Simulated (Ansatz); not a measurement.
# CuO: how well frozen cores do

Aim: solve CuO at one geometry with all-electron LAPW, PAW with frozen cores and all-electron PAW on datasets made for the crystal, and see where they agree. The cell is first relaxed from a guess with PAW; it needn't be the stable phase of this composition.

Computed with Ansatz 0.2.0 (DFT PBE, scalar-relativistic, unless a step's input says otherwise).

1 further run of the same task is left out (it didn't finish).

## 1. The system as given

Symmetry: F-43m, No. 216, cubic system. The conventional cell has a = 4.465 Å, b = 4.465 Å, c = 4.465 Å, α = 90.00°, β = 90.00°, γ = 90.00°. Cu (site symmetry -43m) has 4 O at 1.93 Å as nearest neighbours. Around O (site symmetry -43m) lie 4 Cu at 1.93 Å.

Coordinates:

```cif
data_structure
_symmetry_space_group_name_H-M 'P 1'
_symmetry_Int_Tables_number 1
_cell_length_a 3.1569
_cell_length_b 3.1569
_cell_length_c 3.1569
_cell_angle_alpha 60.000
_cell_angle_beta 60.000
_cell_angle_gamma 60.000
_cell_volume 22.25
loop_
_atom_site_label
_atom_site_type_symbol
_atom_site_fract_x
_atom_site_fract_y
_atom_site_fract_z
_atom_site_occupancy
Cu1 Cu 0.00000 0.00000 0.00000 1
O1 O 0.25000 0.25000 0.25000 1
```

Atoms are numbered in the order of the input: Cu1, O2.

## 2. Cell and atoms relaxed first

Contents of input.yaml:

```yaml
crystal:
  lattice:
    - [0.0, 2.2322827293, 2.2322827293]
    - [2.2322827293, 0.0, 2.2322827293]
    - [2.2322827293, 2.2322827293, 0.0]
  atoms:
    - { symbol: Cu, position: [0.0, 0.0, 0.0] }
    - { symbol: O, position: [0.25, 0.25, 0.25] }
kpoints:
  mp_grid: { grid: [16, 16, 16] }
scf:
  occupations: { method: fermi_dirac, width: 0.05 }
hamiltonian:
  xc: pbe
  pseudopotentials: { kind: paw }
output:
  forces: true
  stress: true
relax:
  f_tol: 0.005
  max_steps: 80
  cell: {}
```

Run with:

```console
> ansatz run input.yaml --threads 1 --pin off --max-ram 2048MiB --backend cpu --events-out ev --progress --plain --runs-dir out
```

Further steps of the session: All-electron LAPW; PAW with frozen cores; All-electron PAW on datasets made for the crystal.

What does the calculation give? Wanted: pressure; gap; Bader charges; highest ELF.

The runs gave:

| quantity | value |
| --- | --- |
| pressure | LAPW 0.05, PAW 0.01, crystal datasets 0.05 GPa |
| gap (LAPW) | none |
| Bader charges (PAW) | Cu1 +1.02, O2 -1.02 e |
| highest ELF (PAW) | 0.83, 0.61 Å from O |

**Reading.** The pressure is within half a GPa of zero, so the volume is close to equilibrium at this level. With 27 electrons in the bands of a cell, and no spin, a band must be partly filled: it is a metal at this level. Cu 3d carries the largest share, 59 %, of the projected states within 0.3 eV of the Fermi level. The projection holds only the free atom's occupied shells (Cu 4s, Cu 3d, O 2s, O 2p in this range). PAW lies -0.03 GPa from LAPW in pressure. The price, with the outputs that each input asks for: 57 s for LAPW against 22 s for PAW, about 2.6 to one. CuO has an odd count of electrons, so a run without spin can force a false metal and spoil its energy. No U acts on the open 3d shell, so the metal found here may be the functional's error.
